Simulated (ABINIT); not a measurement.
A run of ABINIT 10.8.3 (patched build):

File run.py:

```python
import json, os
import numpy as np
from ase.units import GPa
from ase.calculators.abinit import Abinit, AbinitProfile
from ase.io import read

atoms = read('As.cif')

profile = AbinitProfile(command='abinit', pp_paths=[os.path.abspath('pseudos')])
params = dict(
    pps='pawxml', xc='PBE',
    chksymtnons=0,
    tolsym=1e-06,
    ecut=408.1708,
    pawecutdg=816.3416,
    pawxcdev=0,
    kptopt=1,
    ngkpt=[9, 9, 9],
    nshiftk=1,
    shiftk=[0.0, 0.0, 0.0],
    ixc=11,
    nband=19,
    occopt=3,
    tsmear=0.05,
    nstep=100,
    tolvrs=1e-09,
    prtwf=0,
    prtden=0,
)

atoms.calc = Abinit(profile=profile, directory='run', **params)
energy = atoms.get_potential_energy()
forces = atoms.get_forces()
stress = atoms.get_stress()
print(f'energy {energy:.6f} eV')
print('forces (eV/A)')
print(np.round(forces, 5))
print('stress (GPa, Voigt, tension positive)', np.round(stress / GPa, 4))
json.dump(dict(energy=energy, forces=forces.tolist(), stress=stress.tolist(), cell=atoms.cell.tolist(), frac=atoms.get_scaled_positions(wrap=False).tolist()), open('results.json', 'w'))
```

The input As.cif:

```cif
data_As
_cell_length_a 3.82358339
_cell_length_b 3.82358339
_cell_length_c 3.82358339
_cell_angle_alpha 60.00000000
_cell_angle_beta 60.00000000
_cell_angle_gamma 60.00000000
_space_group_name_H-M_alt 'P1'
_space_group_name_Hall 'P 1'
_space_group_IT_number 1
loop_
_space_group_symop_operation_xyz
'x,y,z'
loop_
_atom_site_label
_atom_site_type_symbol
_atom_site_symmetry_multiplicity
_atom_site_Wyckoff_symbol
_atom_site_fract_x
_atom_site_fract_y
_atom_site_fract_z
_atom_site_occupancy
As1 As 1 a 0.2763515400 0.2271399200 0.2568997100 1
As2 As 1 a 0.7236484600 0.7728600800 0.7431002900 1
```

Potentials or basis: JTH PAW PBE v2.0.

Launch:

```sh
$ python run.py
```

Hardware: 1 thread of Arm Neoverse V1 (shared host).

Q: How long does it take, and how much memory?

A: Wall time 3 min on 1 thread of Arm Neoverse V1 (shared host), peak memory 0.23 GiB. Counts: scf iterations 11, mpi ranks 1, k points 365, bands 19, plane waves 751.
